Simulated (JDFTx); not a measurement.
The system is Ir.

```
CELL_PARAMETERS angstrom
0.06447 1.83736 1.75605
1.94181 0.07743 1.74308
2.17282 2.05540 -0.15358
ATOMIC_POSITIONS crystal
Ir 0.00000 0.00000 0.00000
```

This isn't the form of Ir at room conditions, which is fcc.

Program: JDFTx 1.7.0 (patched build). Alike in all runs: task single point; potentials or basis PseudoDojo-SR-PBE-0.5-standard with smoothed tails; no spin polarisation; cell as given; k mesh 12 × 13 × 11; cutoff (eV) 925; smearing fermi-dirac 0.05 eV.

**Question.** Order these runs on this cell by their pressure, lowest first.
A. level PBE+D3
B. level PBE
C. level PBE+D2
D. level PBE+D3(BJ)

**Answer.** C (9.3 GPa), A (17.4 GPa), D (19.0 GPa), B (27.8 GPa).

Caveats: pairwise dispersion overbinds metals, which lowers pressure and volume (some runs).
